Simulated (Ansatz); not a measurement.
## PbSe (Fm-3m): from strained cells to moduli

```yaml
crystal:
  lattice:
    - [0.00000, 3.05146, 3.05146]
    - [3.05146, 0.00000, 3.05146]
    - [3.05146, 3.05146, 0.00000]
  atoms:
    - { symbol: Pb, position: [0.00000, 0.00000, 0.00000] }
    - { symbol: Se, position: [0.50000, 0.50000, 0.50000] }
```

Computed, not measured; unless marked otherwise by PBEsol, all-electron LAPW in Ansatz 0.2.0, scalar-relativistic. k mesh 14×14×14, fixed occupations, basis error target 0.5 meV/atom. The cell was relaxed by PAW under this functional.

The cell is cubic and carries a residual pressure of 0.01 GPa at this level. Each strain component that symmetry leaves independent is applied at ±0.005, the ions relax wherever a strain frees them, and the stress (tension positive, GPa) is read. Shears are engineering strains, γ = 2ε.

```
strain    size      σxx      σyy      σzz      σyz     σxz     σxy
    xx  -0.005  -0.7232  -0.0683  -0.0683   0.0000  0.0000  0.0000
    xx  +0.005   0.6580   0.0478   0.0478   0.0000  0.0000  0.0000
    yz  -0.005  -0.0098  -0.0103  -0.0103  -0.0880  0.0000  0.0000
    yz  +0.005  -0.0098  -0.0103  -0.0103   0.0880  0.0000  0.0000
```

A central difference gives one constant, for example C11 ≈ (0.6580 − (-0.7232))/(0.01) = 138.1 GPa; the program then imposes the crystal's symmetry on the whole matrix.

**Question.** What are the independent elastic constants?

**Answer.** C11 = 138.1, C12 = 11.6, C44 = 17.6 GPa.

**Question.** Do they meet the Born conditions?

**Answer.** C11 − C12 = 126.5, C11 + 2C12 = 161.4 and C44 = 17.6 GPa must all be positive, so the crystal is elastically stable; that says nothing yet of its phonons.

**Question.** What moduli does a random aggregate of grains have?

**Answer.** B = (C11 + 2C12)/3 = 53.8 GPa. G_V = (C11 − C12 + 3C44)/5 = 35.9 and G_R = 5(C11 − C12)C44/(4C44 + 3(C11 − C12)) = 24.8, so G_H = 30.3 GPa. Then E = 9BG/(3B + G) = 76.5 GPa, ν = (3B − 2G)/(6B + 2G) = 0.263 and B/G = 1.77, on the ductile side of Pugh's 1.75 (a rule of thumb, made for metals; it doesn't predict ductility here).

**Question.** With the density of 8.362 g/cm³, how fast does sound travel, and what Debye temperature follows?

**Answer.** 

```tsv
direction	slow (m/s)	middle (m/s)	fast (m/s)
[100]	1451	1451	4064
[110]	1451	2750	3325
[111]	2397	2397	3040
```

The mean of v⁻³ over directions and branches gives v_m = 2024 m/s and θ_D = (ħ/k_B) v_m (6π²n)^(1/3) = 197 K, n being atoms per volume. Young's modulus spans 48 to 136 GPa over directions, and the universal anisotropy index is 2.24.

**Question.** How far do the constants move if PAW replaces LAPW in the same cell?

**Answer.** 

```csv
constant,LAPW (GPa),PAW (GPa),difference
C11,138.1,138.1,0.0
C12,11.6,11.6,0.0
C44,17.6,17.6,0.0
```

Keep in mind: no spin-orbit coupling on heavy atoms; the gap is tiny at this level, and band order or a closed gap can change these values; the frozen-core PAW files of the compared runs were fitted under PBE, their cores solved anew for this functional.
